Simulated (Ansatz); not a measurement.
## ZnS: how the axes shrink under pressure

ZnS, P6_3mc, a = 3.782 Å, c = 6.207 Å. The compound has several low-lying forms, and this is one of them. Ansatz: PBEsol, PAW, 420 eV, Γ-centred 12×12×6 mesh on 4 atoms, Gaussian smearing 0.02 eV; no spin polarisation. Cell and atoms are relaxed at each pressure, and no other structure is tried; the real crystal is known to change phase within this range, so the rows at high pressure are metastable. y = 100 ln(c/c0) with c0 = 6.2071 Å, so nearly a change in per cent. The pressures are the targets, met within 0.02 GPa.

```
P (GPa) y  100 ln(a/a0)
   -2.0      ?             ?
    0.0   0.00          0.00
    2.0  -0.74         -0.83
    5.0  -1.72         -1.94
   10.0  -3.05         -3.55
   20.0  -5.02         -6.18
   40.0  -7.12        -10.33
```

Problem. Fit y = c1 P + c2 P² to the other rows, give the linear compressibility along c, and predict the missing y.

Solution. Least squares on the rows shown. y = −0.3376 P + 0.004005 P². The linear compressibility along c is −c1/100 = 3.38 per TPa, against 3.75 along a from the same fit to the last column (its missing entry is 0.93): the crystal is about as stiff along both at low pressure, though at 40 GPa 100 ln(a/a0) is -10.3 and y -7.1. The runs next to zero pressure give 3.98 and 4.41, so a parabola over the whole range misstates the start. With a term in P³ added, the coefficient of P becomes -0.3772, 12 % more, which shows how far this figure hangs on the form. At P = -2.0 the fit asked for gives 0.69. The run gave 0.85, so the fit is 0.16 too low, within twice the rms miss on the fitted rows (0.10).

Cost: 7 runs of about 7 core-minutes in all, on Arm Neoverse V1 (shared hosts).